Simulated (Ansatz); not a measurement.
## GdN in the PbO-type structure

Method: PBE, scalar-relativistic; collinear spin; PAW, 420 eV, Γ-centred 8×8×10 mesh, 0.05 eV Gaussian smearing; code Ansatz. The datasets are Ansatz's generated set soft_2.

```
Gd N
1.0
     4.29352    0.00000    0.00000
     0.00000    4.29352    0.00000
     0.00000    0.00000    3.56729
Gd N
2 2
Direct
  0.50000 0.00000 0.24868
  0.00000 0.50000 0.75132
  0.00000 0.00000 0.00000
  0.50000 0.50000 0.00000
```

The start was a prototype's sites filled with these elements. The Crystallography Open Database lists the compound in space group Fm-3m (rock salt), so this is a trial structure.

Magnetic state: antiferromagnetic, site spin moments Gd 6.75, -6.75 μB.

Problem. Which orbitals make up the states within about 0.6 eV of each band edge?

Solution. Valence edge: N 2p 76 %, Gd 4f 14 %. Conduction edge: Gd 5d 32 %, Gd 4f 30 %, Gd 6s 20 %. Shares are among the projected shells; the gap is 0.90 eV.

Density of states (tetrahedra, averaged over 0.3 eV; states/eV per cell of 4 atoms; energy in eV from the Fermi level; projections on Löwdin-orthogonalised atomic orbitals, summed over sites):

```
    E  total  Gd 4f down  Gd 4f up  N 2p  Gd 5d up  Gd 5d down  Gd 6s
-4.60    0.0         0.0       0.0   0.0       0.0         0.0    0.0
-4.30    1.4         0.1       0.1   0.7       0.2         0.2    0.1
-4.00    5.8         1.6       1.6   1.6       0.4         0.4    0.2
-3.70   33.5        15.4      15.4   1.9       0.4         0.4    0.1
-3.40   11.0         4.4       4.4   1.2       0.4         0.4    0.1
-3.10    5.0         0.7       0.7   2.0       0.6         0.6    0.1
-2.80    5.2         0.4       0.4   2.7       0.7         0.7    0.2
-2.50    5.8         0.3       0.3   3.5       0.7         0.7    0.1
-2.20    6.5         0.3       0.3   4.1       0.8         0.8    0.1
-1.90    3.8         0.2       0.2   2.4       0.5         0.5    0.0
-1.60    2.0         0.1       0.1   1.3       0.2         0.2    0.0
-1.30    2.1         0.1       0.1   1.4       0.2         0.2    0.0
-1.00    2.8         0.2       0.2   2.0       0.1         0.1    0.0
-0.70    1.6         0.1       0.1   1.2       0.0         0.0    0.0
-0.40    0.1         0.0       0.0   0.1       0.0         0.0    0.0
-0.10    0.0         0.0       0.0   0.0       0.0         0.0    0.0
 0.20    0.0         0.0       0.0   0.0       0.0         0.0    0.0
 0.50    0.0         0.0       0.0   0.0       0.0         0.0    0.0
 0.80    0.1         0.0       0.0   0.0       0.0         0.0    0.0
 1.10    2.5         0.6       0.6   0.2       0.4         0.4    0.2
 1.40   16.3         7.1       7.1   0.2       0.7         0.7    0.2
 1.70   24.2        11.2      11.2   0.3       0.7         0.7    0.1
 2.00    6.1         2.3       2.3   0.5       0.4         0.4    0.1
 2.30    2.4         0.4       0.4   0.3       0.6         0.6    0.2
 2.60    3.3         0.3       0.3   0.4       1.0         1.0    0.3
 2.90    5.1         0.3       0.3   0.7       1.6         1.6    0.3
 3.20    3.7         0.1       0.1   0.6       1.2         1.2    0.2
 3.50    3.0         0.1       0.1   0.5       1.0         1.0    0.1
 3.80    3.2         0.1       0.1   0.6       1.0         1.0    0.1
 4.10    4.0         0.1       0.1   0.7       1.3         1.3    0.1
 4.40    2.7         0.0       0.0   0.5       0.9         0.9    0.1
 4.70    2.5         0.0       0.0   0.4       0.8         0.8    0.2
 5.00    2.1         0.0       0.0   0.3       0.7         0.7    0.1
 5.30    2.0         0.0       0.0   0.2       0.7         0.7    0.1
 5.60    1.7         0.0       0.0   0.2       0.6         0.6    0.1
 5.90    1.5         0.0       0.0   0.1       0.5         0.5    0.1
```

Formal charges Gd³⁺, N³⁻ leave Gd³⁺ with an open 4f⁷ shell. A part-filled shell gives a gap only if something splits it: here on each such atom exchange fills one spin channel and leaves the other empty, so the half-filled shell acts almost as a closed one, and the gap is 0.90 eV.

The conduction edge mixes several shells, so no single label fits the gap.

Hund's first rule gives Gd³⁺ with 7 f electrons 7 unpaired spins, a spin moment of 7 μB; the run has 6.75 μB on Gd (atomic spheres) and 7.16 f electrons on orthogonalised orbitals. The moment is close to the ion's, so in this run the shell is localised and nearly fully polarised.

Semilocal functionals without a U place occupied f levels too high and empty ones too low, so gaps that touch them come out too small. Spin–orbit coupling, which matters for such heavy elements, is left out. The run wasn't fully tested for a lower electronic state. Site moments are of spin, integrated over atomic spheres.
